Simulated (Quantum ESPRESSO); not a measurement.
Crystal: GaP.

```
Ga P
1.0
     0.00000    2.72525    2.72525
     2.72525    0.00000    2.72525
     2.72525    2.72525    0.00000
Ga P
1 1
Direct
  0.00000 0.00000 0.00000
  0.75000 0.75000 0.75000
```

Below is the output of Quantum ESPRESSO 7.5 for this cell. Logs are shortened: lines on timing, memory, paths and dates and some standing lists are left out, and cuts for length are marked.

```text
This program is part of the open-source Quantum ESPRESSO suite
     for quantum simulation of materials; please cite
[... 6 lines left out ...]
     using ibrav=0 with symmetry is DISCOURAGED, use correct ibrav instead

     K-points division:     npool     =       4
     Subspace diagonalization in iterative solution of the eigenvalue problem:
     a serial algorithm will be used

     G-vector sticks info
     --------------------
     sticks:   dense  smooth     PW     G-vecs:    dense   smooth      PW
     Sum        1285    1285    379                30467    30467    4909

     Using Slab Decomposition

     bravais-lattice index     =            0
     lattice parameter (alat)  =       7.2832  a.u.
     unit-cell volume          =     273.1780 (a.u.)^3
     number of atoms/cell      =            2
     number of atomic types    =            2
     number of electrons       =        18.00
     number of Kohn-Sham states=           15
     kinetic-energy cutoff     =      88.0000  Ry
     charge density cutoff     =     352.0000  Ry
     scf convergence threshold =      4.0E-10
     mixing beta               =       0.5000
     number of iterations used =            8  plain     mixing
     Exchange-correlation= PBE
                           (   1   4   3   4   0   0   0)

     celldm(1)=   7.283166  celldm(2)=   0.000000  celldm(3)=   0.000000
     celldm(4)=   0.000000  celldm(5)=   0.000000  celldm(6)=   0.000000

     crystal axes: (cart. coord. in units of alat)
               a(1) = (   0.000000   0.707107   0.707107 )
               a(2) = (   0.707107   0.000000   0.707107 )
               a(3) = (   0.707107   0.707107   0.000000 )

     reciprocal axes: (cart. coord. in units 2 pi/alat)
               b(1) = ( -0.707107  0.707107  0.707107 )
               b(2) = (  0.707107 -0.707107  0.707107 )
               b(3) = (  0.707107  0.707107 -0.707107 )

     PseudoPot. # 1 for Ga read from file:
     Ga_ONCV_PBE-1.2.upf
     Pseudo is Norm-conserving, Zval = 13.0
     Generated using ONCVPSP code by D. R. Hamann
     Using radial grid of  602 points,  6 beta functions with:
[... 47 lines left out ...]

     Dense  grid:    30467 G-vectors     FFT dimensions: (  45,  45,  45)

     Initial potential from superposition of free atoms

     starting charge      17.9017, renormalised to      18.0000
     Starting wfcs are random

     Self-consistent Calculation

     iteration #  1     ecut=    88.00 Ry     beta= 0.50
     Davidson diagonalization with overlap
     ethr =  1.00E-02,  avg # of iterations = 12.0

     Threshold (ethr) on eigenvalues was too large:
     Diagonalizing with lowered threshold

     Davidson diagonalization with overlap
     ethr =  5.86E-04,  avg # of iterations =  2.9

     total energy              =    -144.52963744 Ry
     estimated scf accuracy    <       0.09643114 Ry
[... 50 lines left out ...]
     iteration #  9     ecut=    88.00 Ry     beta= 0.50
     Davidson diagonalization with overlap
     ethr =  2.83E-12,  avg # of iterations =  2.9

     End of self-consistent calculation

          k = 0.0000 0.0000 0.0000 (  3839 PWs)   bands (ev):

    -6.8838  -6.8838  -6.8838  -6.7842  -6.7842  -4.8205   7.6715   7.6715
     7.6715   9.4937  11.5659  11.5659  11.5659  16.4846  17.4166

          k = 0.1179 0.1179-0.1179 (  3792 PWs)   bands (ev):
[... 31 lines left out ...]
    -6.9611  -6.8559  -6.8526  -6.7832  -6.7809  -2.8996   1.8440   4.8804
     6.4911  10.6458  12.5626  13.1338  15.1019  16.6850  18.4669

          k = 0.0000-0.2357 0.2357 (  3789 PWs)   bands (ev):

    -6.9335  -6.8667  -6.8633  -6.7878  -6.7802  -3.9050   3.8908   5.5882
     7.1603  10.9004  12.4123  12.4509  13.5331  15.6116  17.9093

          k = 0.4714 0.0000-0.0000 (  3804 PWs)   bands (ev):
[... 11 lines left out ...]
    -6.9771  -6.8453  -6.8341  -6.7950  -6.7773  -2.0952   1.3330   3.6294
     5.7267  10.1837  13.6395  15.0231  15.3625  16.3046  17.2313

          k =-0.7071 0.0000 0.0000 (  3812 PWs)   bands (ev):

    -7.0011  -6.8199  -6.8186  -6.8186  -6.7625  -1.8578   0.9181   4.9902
     4.9902   9.3261   9.4984  18.2629  18.2629  18.8627  20.0418

          k =-0.2357-0.4714 0.7071 (  3808 PWs)   bands (ev):
[... 6 lines left out ...]
    -6.9765  -6.8493  -6.8317  -6.7949  -6.7765  -2.0928   1.2778   3.9853
     5.2005  11.5841  12.2336  14.0251  15.5060  16.5020  20.1012

          k =-0.7071 0.2357 0.0000 (  3808 PWs)   bands (ev):

    -6.9873  -6.8380  -6.8237  -6.8046  -6.7711  -1.7896   1.0676   4.2978
     4.4115  11.1523  11.3249  15.2335  15.2523  19.2116  19.5327

     the Fermi energy is     8.4797 ev

!    total energy              =    -144.55034698 Ry
     estimated scf accuracy    <          1.0E-10 Ry
     smearing contrib. (-TS)   =      -0.00000000 Ry
     internal energy E=F+TS    =    -144.55034698 Ry

     The total energy is F=E-TS. E is the sum of the following terms:
     one-electron contribution =     -77.54956908 Ry
     hartree contribution      =      50.94554101 Ry
     xc contribution           =     -21.46869503 Ry
     ewald contribution        =     -96.47762389 Ry

     convergence has been achieved in   9 iterations

     Forces acting on atoms (cartesian axes, Ry/au):

     atom    1 type  1   force =    -0.00000000    0.00000000    0.00000000
     atom    2 type  2   force =     0.00000000    0.00000000   -0.00000000

     Total force =     0.000000     Total SCF correction =     0.000000

     Computing stress (Cartesian axis) and pressure

          total   stress  (Ry/bohr**3)                   (kbar)     P=       26.72
   0.00018166  -0.00000000  -0.00000000           26.72       -0.00       -0.00
  -0.00000000   0.00018166   0.00000000           -0.00       26.72        0.00
  -0.00000000   0.00000000   0.00018166           -0.00        0.00       26.72

=------------------------------------------------------------------------------=
   JOB DONE.
=------------------------------------------------------------------------------=
```

What input gives this log?

Single point with PBE, no spin polarisation. The files as run (others can give the same):

pw.in
```
&CONTROL
  calculation = 'scf'
  prefix = 'pwscf'
  outdir = './tmp'
  pseudo_dir = './pseudo'
  tprnfor = .true.
  tstress = .true.
  disk_io = 'nowf'
/
&SYSTEM
  ibrav = 0
  nat = 2
  ntyp = 2
  ecutwfc = 88
  nbnd = 15
  occupations = 'smearing'
  smearing = 'fd'
  degauss = 0.00367493
/
&ELECTRONS
  conv_thr = 4d-10
  electron_maxstep = 120
  mixing_beta = 0.5
/
ATOMIC_SPECIES
Ga    69.7230 Ga_ONCV_PBE-1.2.upf
P     30.9738 P_ONCV_PBE-1.2.upf
CELL_PARAMETERS angstrom
   0.0000000000    2.7252500000    2.7252500000
   2.7252500000    0.0000000000    2.7252500000
   2.7252500000    2.7252500000    0.0000000000
ATOMIC_POSITIONS crystal
Ga     0.0000000000    0.0000000000    0.0000000000
P      0.7500000000    0.7500000000    0.7500000000
K_POINTS automatic
6 6 6 0 0 0
```

Potentials or basis: SG15 PBE 1.2.
Launch:
```console
$ OMP_NUM_THREADS=1 mpirun -n 4 pw.x -nk 4 -in pw.in > pw.out
```
